**Q:** I have eight computed lattice constants of body-centred cubic tungsten and eight levels of theory: PBE, PBEsol, LDA, BLYP, PBE+D3(BJ), PBEsol+D3, PBEsol+D4 and BP86+D3(BJ). But the labels on the numbers are gone. Can the numbers be given back to their owners?

Kohn-Sham DFT lattice constants of BCC W from ABINIT 10.8.3, Quantum ESPRESSO 7.5, SIRIUS 7.12.0 and FLEUR MaX-R8.1 (later development tree), without spin polarisation or spin-orbit coupling and with Fermi-Dirac smearing of 0.05 eV. The measured lattice constant is 3.16047 Å (synchrotron XRD, bulk crystal; arXiv:2311.02034, 2023). Candidates: FLEUR MaX-R8.1 (later development tree), ABINIT 10.8.3 (4), ABINIT 10.8.3 (6), ABINIT 10.8.3 (1), ABINIT 10.8.3 (9), ABINIT 10.8.3 (2), Quantum ESPRESSO 7.5, ABINIT 10.8.3 (7).

```
row  computed lattice constant (Å)  computed over measured, less one (%)
  A                          3.156                                 -0.14
  B                          3.220                                  1.88
  C                          3.132                                 -0.91
  D                          3.162                                  0.04
  E                          3.186                                  0.81
  F                          3.136                                 -0.78
  G                          3.145                                 -0.48
  H                          3.122                                 -1.21
```

**A:** Some of them can. Begin with what sets the length. A density functional decides how strongly the atoms bind, and stronger binding usually gives a shorter cell. LDA treats the electrons at each point as if their density were uniform, and it usually binds metals too strongly. PBE adds a correction for density gradients, which favours the more uneven density of a stretched crystal, so its cell is longer. PBEsol has a weaker gradient correction and should lie between the two.

**Q:** That gives me an order, but no values to hold it against.

**A:** Four calculations from the same series still carry their labels. PBEsol with another potential gives 3.155 Å, and PBE gives 3.185 Å in two different programs. Row E, at 3.186 Å, is then plain PBE, and row A, at 3.156 Å, is plain PBEsol. The fourth labelled calculation, BP86+D4, gives 3.145 Å and will be useful later.

**Q:** Row D, at 3.162 Å, isn't far from PBEsol either. Why not choose that one?

**A:** Because it lies 0.007 Å from the labelled PBEsol value, while row A lies only 0.001 Å away. The two labelled PBE values come from different programs and agree within 0.001 Å. They share one family of potentials, so this tests the programs more than the potentials, but row E lies just as close to them, and a gap of 0.007 Å within one functional would be surprising. Row B is also safe. It is the only cell longer than PBE, and BLYP is known to bind metals too weakly.

**Q:** Five rows remain, and four of their candidates carry a D3 or D4. What does that addition do to the crystal?

**A:** It adds the dispersion attraction between atoms, which these functionals describe poorly at long range. The attraction grows as the atoms approach, so it acts as an inward pressure. Think of a spring standing upright with a weight placed on it: the spring settles at a shorter length, and a stiff spring settles less. The functional supplies the spring, and the dispersion correction supplies the weight. The picture has a limit, because the weight on a real spring is the same whichever spring you choose, whereas the strength of a D3 correction is adjusted to each functional.

**Q:** Then PBE+D3(BJ) must be shorter than PBE. Is it row D?

**A:** Probably. LDA should be shorter than PBEsol, and PBEsol with dispersion must be, so none of these fits a value above row A. BP86+D3(BJ) could reach row D only if D3 pulled much less than D4. I expect the opposite. D4 normally includes a three-atom term that pushes the atoms of a dense crystal apart, and D3 often leaves it out. That term is probably the smaller part of the difference, though: the two corrections are also adjusted differently to each functional, which can matter more. The same expectation suggests row G, the longest of the remaining four, for PBEsol+D4. I would call both assignments likely, not sure.

**Q:** Can I estimate the shortening instead of only its direction?

**A:** Yes, if you know the inward pressure *p* and the bulk modulus *B*, which measures the resistance to compression. For small changes the volume shrinks by the fraction *p*/*B*. A cube's volume changes three times as fast, in relative terms, as its edge, so the lattice constant *a* changes by

Δ*a* ≈ −*a* *p* / (3*B*).

**Q:** Where does the pressure come from?

**A:** From the slope of the added energy. Take the energies of PBE with and without D3(BJ) at the same volumes and subtract them. Near the minimum, the added energy rises by about 0.014 eV per atom when the volume grows by 0.32 Å³. That slope corresponds to an inward pressure of 7.1 GPa.

**Q:** With a bulk modulus of 304 GPa for PBE, the relative shortening is 7.1/(3 × 304), or about 0.8 %. On 3.186 Å that makes 0.025 Å.

**A:** Row D is 0.024 Å shorter than row E, so the estimate supports your choice. But it is no blind clue: whoever holds these labelled energies could read both lattice constants from them directly. What it tests is the mechanism. Now use the result on a case that didn't supply it.

**Q:** I could assume that D3 shortens PBEsol by the same fraction as PBE, 0.75 %. Starting from 3.156 Å, I get 3.132 Å, which is exactly row C. LDA should bind most strongly, so I give it row H, the shortest. BP86+D3(BJ) then takes row F.

**A:** That is a reasonable guess, but rows C, F and H span only 0.014 Å. Your rule assumes that weight and stiffness keep the same ratio when you change the functional. LDA is often about 1 % too short in metals, which fits any of the three. I would write them down as ambiguous before looking at the labels.

The rows with their labels:

```
                                program   functional             how the value is got                      potentials or basis  wave cutoff (eV)    k-mesh  computed lattice constant (Å)  computed over measured, less one (%)
                      ABINIT 10.8.3 (1)  BP86+D3(BJ)  from the rest volume of the fit                         JTH PAW PBE v2.0               435  12x12x12                          3.122                                 -1.21
                   Quantum ESPRESSO 7.5          LDA  from the rest volume of the fit         PseudoDojo 0.4.1 SR LDA standard               952  12x12x12                          3.132                                 -0.91
                      ABINIT 10.8.3 (2)    PBEsol+D3  from the rest volume of the fit                         JTH PAW PBE v2.0               435  12x12x12                          3.136                                 -0.78
                      ABINIT 10.8.3 (3)      BP86+D4  from the rest volume of the fit                         JTH PAW PBE v2.0               408  12x12x12                          3.145                                 -0.50
                      ABINIT 10.8.3 (4)    PBEsol+D4  from the rest volume of the fit                         JTH PAW PBE v2.0               408  12x12x12                          3.145                                 -0.48
                      ABINIT 10.8.3 (5)       PBEsol  from the rest volume of the fit  PseudoDojo NC SR PBEsol v0.4.1 standard              1007  12x12x12                          3.155                                 -0.16
                      ABINIT 10.8.3 (6)       PBEsol  from the rest volume of the fit                         JTH PAW PBE v2.0               272  12x12x12                          3.156                                 -0.14
                      ABINIT 10.8.3 (7)   PBE+D3(BJ)  from the rest volume of the fit                         JTH PAW PBE v2.0               435  12x12x12                          3.162                                  0.04
                      ABINIT 10.8.3 (8)          PBE  from the rest volume of the fit       PseudoDojo NC SR PBE v0.5 standard              1007  12x12x12                          3.185                                  0.77
                          SIRIUS 7.12.0          PBE  from the rest volume of the fit               dojo sr pbe 0.4.1 standard              1030  12x12x12                          3.185                                  0.78
                      ABINIT 10.8.3 (9)          PBE  from the rest volume of the fit                         JTH PAW PBE v2.0               435  12x12x12                          3.186                                  0.81
FLEUR MaX-R8.1 (later development tree)         BLYP  from the rest volume of the fit                             all electron               n/a  12x12x12                          3.220                                  1.88
```

**Q:** All five likely or sure assignments are right, and all three ambiguous ones are wrong! Row C is LDA, row F is PBEsol+D3, and the shortest cell belongs to BP86+D3(BJ).

**A:** The exact match with row C was a coincidence. Your rule missed the real PBEsol+D3 value by only 0.004 Å, which is respectable for such a simple assumption. It still failed as a means of identification, because LDA happened to lie closer. The energies show where the miss comes from: over the computed volumes, D3 pulls on PBEsol about an eighth less than D3(BJ) pulls on PBE, and PBEsol is also slightly stiffer. A lighter weight on a stiffer spring shortens it less. The PBEsol curves are somewhat uneven and were computed with different wave cutoffs, so take the eighth as approximate.

**Q:** What about BP86? I expected no gradient-corrected functional to end up below LDA.

**A:** The functional alone didn't put it there. With D4 the BP86 cell is still longer than the LDA one, and without that inward pull it would be longer again. With D3(BJ), the BP86 cell is 0.023 Å shorter than with D4. That difference between two dispersion corrections is nearly as large as the whole effect of D3(BJ) on PBE. If you carry the ratio between D3 and D4 from PBEsol over to BP86, you predict 3.136 Å, and the computed cell is 0.014 Å shorter. That ratio comes from two of the uneven PBEsol curves, so the size of the miss is approximate too.

**Q:** So the name of the correction doesn't fix its strength. Why should it vary so much?

**A:** The simple law for dispersion, an attraction falling with the sixth power of distance, holds for atoms that are far apart. Neighbours in tungsten are only 2.74 Å apart, and their electron clouds overlap. There the functional already describes part of the attraction, so the correction has to be damped to avoid counting it twice. The damping, and the weight of a further term that falls faster with distance, are adjusted separately for each functional. This is one likely reason why BP86 receives a stronger pull. The form of the damping differs too: BP86 and PBE use the one called BJ, while PBEsol+D3 uses zero damping, which switches the attraction off for close pairs. So neither transfer, from PBE to PBEsol or from PBEsol to BP86, changed the functional alone, and these rows can't separate the two causes. The PBEsol+D3 correction also came from a separate dispersion program, which may treat three-atom terms differently.

**Q:** Is there any sign of that damping in the numbers?

**A:** There is one for PBE. With fixed coefficients and no damping, the sixth-power attraction would fall as the second power of the volume, because volume grows as the cube of distance. The further term would fall faster still. The computed D3(BJ) energy falls with a power of only about 1.0. This is what BJ damping is expected to give. It makes the attraction of a pair level off at short range, and for an atom as large as tungsten that range should reach well beyond the nearest neighbours. The sum then mostly counts how many atoms lie within that range, so it follows the density, which falls as the first power of the volume. D3 coefficients that change with the surroundings of an atom could add to this and the energies don't exclude it, but no such change is needed to explain a power near one.

**Q:** If I need a lattice constant for a process model, should I take PBE+D3(BJ)? It is only 0.04 % above the measured value.

**A:** I wouldn't choose it for that reason. Plain PBE is 0.81 % too long, and the correction happens to remove almost the same amount. Add D3 to PBEsol, which starts close to experiment, and the cell becomes 0.78 % too short. In a metal there is also a physical objection: mobile electrons screen the attraction between atoms, and a sum over pairs doesn't treat this explicitly.

**Q:** Plain PBEsol is 0.14 % too short in row A. Does PBE+D3(BJ) at least win on accuracy?

**A:** Not on this evidence. The measured crystal is slightly expanded by heat and zero-point motion, while the calculations describe atoms at rest. A rough estimate puts that expansion at the order of 0.1 %, as large as the difference you want to judge. Removing it from this measured value would bring PBEsol closer and move PBE+D3(BJ) further away. But the reference itself isn't fixed that finely. The database cell these calculations started from has an edge of 3.165 Å, and against that length PBE+D3(BJ) would be the closer one even after the same correction. These rows can't rank the two.

**Q:** Then how should I approach the next set of unlabelled values?

**A:** Place the plain functionals first, using labelled calculations where you have them. Then shorten each one by the fraction *p*/(3*B*), where *p* is the pressure of its own dispersion correction. For D3 you can compute it from the atomic positions and the functional's parameters, without a new electronic calculation. Don't borrow that pressure from another functional, or from another form of damping, when the candidates lie close together. The output below gives the PBE estimate and the two transfers, from PBE to PBEsol and from PBEsol to BP86, with their misses.

The analysis program printed:

```
Spread of the three plain PBE rows [Å]: 0.001
PBEsol PAW less PBEsol norm-conserving [Å]: 0.001
PBE PAW less LDA [Å]: 0.054
BLYP less PBE PAW [Å]: 0.034
PBE+D3(BJ) less PBE, same settings [Å]: -0.024
PBE+D3(BJ) less PBE, same settings [%]: -0.7533
PBEsol+D3 less PBEsol PAW [Å]: -0.02
PBEsol+D4 less PBEsol PAW [Å]: -0.011
BP86+D3(BJ) less BP86+D4 [Å]: -0.023
PBE+D3(BJ) less PBEsol PAW [Å]: 0.006
LDA less BP86+D3(BJ) [Å]: 0.01
PBEsol+D3 predicted with the PBE contraction [Å]: 3.132
Prediction less the PBEsol+D3 row [Å]: -0.003774
Prediction less the LDA row [Å]: 0.000226
BP86+D3(BJ) predicted with the D3-D4 ratio of PBEsol [Å]: 3.136
That prediction less the BP86+D3(BJ) row [Å]: 0.014
Inward pressure of D3(BJ) in PBE near the minimum [GPa]: 7.128
Shift of the PBE lattice constant estimated from that pressure [Å]: -0.0249
Power with which the D3(BJ) energy falls with volume (undamped sixth power gives 2): 1.033
Rough thermal and zero-point lengthening at 300 K, order of magnitude only [%]: 0.1422
```
